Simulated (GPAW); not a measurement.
A calculation with GPAW 26.7.0 of CdS (Greenockite) (ASE script, structure typed inline):

Contents of run.py:

```python
import numpy as np
from ase import Atoms
from ase.dft.bandgap import bandgap
from ase.io import write
from gpaw import GPAW, PW
from gpaw.response.df import DielectricFunction

atoms = Atoms(['Cd', 'Cd', 'S', 'S'],
              cell=[[4.15, 0.0, 0.0],
                    [-2.075, 3.5940054257, 0.0],
                    [0.0, 0.0, 6.737]],
              scaled_positions=[[0.6666666667, 0.3333333333, 0.5],
                                [0.3333333333, 0.6666666667, 0.0],
                                [0.6666666667, 0.3333333333, 0.875],
                                [0.3333333333, 0.6666666667, 0.375]],
              pbc=True)

calc = GPAW(mode=PW(450),
            xc='PBE',
            kpts={'size': (6, 6, 3), 'gamma': True},
            occupations={'name': 'fermi-dirac', 'width': 0.001},
            nbands=31,
            convergence={'density': 1e-06},
            maxiter=150,
            txt='gpaw.txt')
atoms.calc = calc
energy = atoms.get_potential_energy()
calc.write('gs.gpw')
write('result.traj', atoms)
print(f'Energy: {energy:.6f} eV')
print('Fermi level:', round(calc.get_fermi_level(), 4), 'eV')
print(f'Gap: {bandgap(calc)[0]:.4f} eV, direct: {bandgap(calc, direct=True)[0]:.4f} eV')

for size in [(12, 12, 6)]:
    name = 'x'.join(str(n) for n in size)
    dense = calc.fixed_density(kpts={'size': size, 'gamma': True},
                               nbands=64, convergence={'bands': 58, 'eigenstates': 1e-7},
                               update_fermi_level=True, txt=f'dense-{name}.txt')
    dense.write(f'{name}.gpw', mode='all')
    df = DielectricFunction(f'{name}.gpw', frequencies=np.array([0.0]), hilbert=False, eta=0.001,
                            ecut=80, nbands=58, intraband=False, txt=f'df-{name}.txt')
    for xc in ['RPA']:
        for direction in ['x', 'y', 'z', [0, 1, 1], [1, 0, 1], [1, 1, 0]]:
            e0, e = df.get_macroscopic_dielectric_constant(xc=xc, direction=direction)
            print(f'{name} {xc} {direction}: {e0:.4f} without, {e:.4f} with local fields')
```

Potentials or basis: GPAW PAW data sets (gpaw-data 1.2.1), pw.

Launch:

```bash
$ OMP_NUM_THREADS=1 python run.py
```

Task: Write the same calculation in another form: ASE script, Cartesian positions.

Result: As run:

The input run.py:

```python
import numpy as np
from ase.dft.bandgap import bandgap
from ase.io import read, write
from gpaw import GPAW, PW
from gpaw.response.df import DielectricFunction

atoms = read('CdS.xyz')

calc = GPAW(mode=PW(450),
            xc='PBE',
            kpts={'size': (6, 6, 3), 'gamma': True},
            occupations={'name': 'fermi-dirac', 'width': 0.001},
            nbands=31,
            convergence={'density': 1e-06},
            maxiter=150,
            txt='gpaw.txt')
atoms.calc = calc
energy = atoms.get_potential_energy()
calc.write('gs.gpw')
write('result.traj', atoms)
print(f'Energy: {energy:.6f} eV')
print('Fermi level:', round(calc.get_fermi_level(), 4), 'eV')
print(f'Gap: {bandgap(calc)[0]:.4f} eV, direct: {bandgap(calc, direct=True)[0]:.4f} eV')

for size in [(12, 12, 6)]:
    name = 'x'.join(str(n) for n in size)
    dense = calc.fixed_density(kpts={'size': size, 'gamma': True},
                               nbands=64, convergence={'bands': 58, 'eigenstates': 1e-7},
                               update_fermi_level=True, txt=f'dense-{name}.txt')
    dense.write(f'{name}.gpw', mode='all')
    df = DielectricFunction(f'{name}.gpw', frequencies=np.array([0.0]), hilbert=False, eta=0.001,
                            ecut=80, nbands=58, intraband=False, txt=f'df-{name}.txt')
    for xc in ['RPA']:
        for direction in ['x', 'y', 'z', [0, 1, 1], [1, 0, 1], [1, 1, 0]]:
            e0, e = df.get_macroscopic_dielectric_constant(xc=xc, direction=direction)
            print(f'{name} {xc} {direction}: {e0:.4f} without, {e:.4f} with local fields')
```

CdS.xyz

```xyz
4
Lattice="4.1500000000 0.0000000000 0.0000000000 -2.0750000000 3.5940054257 0.0000000000 0.0000000000 0.0000000000 6.7370000000" Properties=species:S:1:pos:R:3 pbc="T T T"
Cd     2.0750000002      1.1980018084      3.3685000000
Cd    -0.0000000002      2.3960036173      0.0000000000
S      2.0750000002      1.1980018084      5.8948750000
S     -0.0000000002      2.3960036173      2.5263750000
```

Potentials or basis: GPAW PAW data sets (gpaw-data 1.2.1), pw.

Run with:

```bash
$ OMP_NUM_THREADS=1 python run.py
```

Both were run:

|  | ASE script, structure typed inline | ASE script, Cartesian positions |
| --- | --- | --- |
| Band gap on the k mesh | 1.18 eV, direct | 1.18 eV, direct |
| Electronic dielectric tensor (diagonal) | 5.65, 5.65, 5.75 | 5.65, 5.65, 5.75 |

Keys that steer only the numerical path or the files written may differ.

Caveat: the long-wavelength limit can be off by several per cent where d states take part.
